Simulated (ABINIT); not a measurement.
Runs of ABINIT 10.8.3 (patched build) on SiC (Moissanite). The structure is hexagonal, space group P6_3mc (No. 186). Conventional cell: a = 3.076 Å, b = 3.076 Å, c = 5.048 Å, α = 90.00°, β = 90.00°, γ = 120.00°. Si (site symmetry 3m) is surrounded by 4 C at 1.87 to 1.94 Å. Around C (site symmetry 3m) lie 4 Si at 1.87 to 1.94 Å. 

```csv
task,level,potentials or basis,k mesh,cutoff (eV),fine-grid cutoff,mesh quality,gap on the mesh (eV),pressure (GPa),largest force (eV/Å)
single point,PBEsol,JTH PAW PBE v2.0,4 × 4 × 2,544,1088.46 eV,coarse,2.45,0.1,(b)
band structure,OLYP,PseudoDojo NC SR PBE v0.4.1 standard,10 × 10 × 5,1116,-,not flagged,2.70,(a),0.74
band structure,PBE,PseudoDojo NC SR PBE v0.5 standard,10 × 10 × 5,1116,-,not flagged,2.49,3.7,0.76
band structure,rPW86PBE,PseudoDojo NC SR PBE v0.4.1 standard,10 × 10 × 5,1116,-,not flagged,2.76,9.2,0.77
band structure,PBE,JTH PAW PBE v2.0,10 × 10 × 5,544,1088.46 eV,not flagged,2.49,3.2,0.74
band structure,LDA-Teter,JTH PAW LDA v2.0,10 × 10 × 5,544,1088.46 eV,not flagged,2.37,-4.1,0.73
band structure,LDA,PseudoDojo NC SR LDA v0.4 stringent,10 × 10 × 5,1116,-,not flagged,2.38,-4.5,0.73
single point,PBEsol,JTH PAW PBE v2.0,6 × 6 × 3,544,1088.46 eV,not flagged,2.17,-0.2,0.74
```

Alike in all rows: no spin polarisation; cell as given; smearing fermi-dirac 0.05 eV.

Task: Fill in the values left out.

Result: (a) -1.8; (b) 0.67.

Caveats: some runs use coarse meshes; the mesh misses the band edges, which the band path finds closer together (some runs); the PAW data sets were made with another functional, which shifts forces and pressure a little (some runs); the potentials were made for another functional, which shifts forces and pressure (some runs); an odd mesh through Γ misses points on the zone boundary, where band edges often lie (some runs).
